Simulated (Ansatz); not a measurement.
# A series in volume scale on Sc

Results calculated with Ansatz 0.2.0, not measured. Periodic Kohn-Sham DFT of a crystal at fixed atoms, scaled to volume_scale times the given cell; pressure positive in compression, energy less spherical unpolarised free atoms, largest_vzz the field gradient of largest size among the nuclei.

The cell before it is scaled or strained (space group Fm-3m, No. 225):
```
Sc
1.0
      0.0000     2.3268     2.3268
      2.3268     0.0000     2.3268
      2.3268     2.3268     0.0000
Sc
1
Direct
  0.00000 0.00000 0.00000
```

Settings of every row: method frozen-core PAW; functional LDA; relativity scalar; k mesh 13x13x13; filling fermi-dirac; smearing width 0.08 eV; wave cutoff 420 eV; paw set soft_2.

Atom start moment: 0 on all atoms.

Limits: PAW files made with PBE; the cell comes from a prototype or a list of computed structures and needn't be the stable phase.

| row | volume scale | V (Å³/atom) | pressure (GPa) |
| --- | --- | --- | --- |
| 1 | 0.9405 | 23.696 | -2.937 |
| 2 | 0.98 | 24.691 | -4.779 |
| 3 | 1 | 25.196 | -5.591 |
| 4 | 1.02 | 25.698 | ? |
| 5 | 1.06 | 26.706 | -7.617 |

Question: what pressure should row 4 give?

Worked fit of pressure. Take u = (V_r/V)^(2/3) − 1 with V_r = 24.944 Å³ an atom, which is twice the finite (Eulerian) strain; such expansions in the strain, on which the Birch-Murnaghan equation of state is built, carry the rest volume and the bulk modulus. The shown rows have u = 0.03481, 0.00682, -0.00668, -0.04448. Least squares give pressure = −5.1952 + 60.29 × u + 131.41 × u² GPa; a straight line predicts inner rows, each left out in turn, worse (root mean square 0.13 against 0.0022 GPa). The rows lie off it by 0.000, -0.001, 0.001, 0.000. The withheld row has u = -0.01966, so the fit gives −5.1952 + 60.29 × (-0.01966) + 131.41 × (-0.01966)² = -6.330 GPa.

The calculation gave -6.33 GPa. The fit meets it to the printed digit.
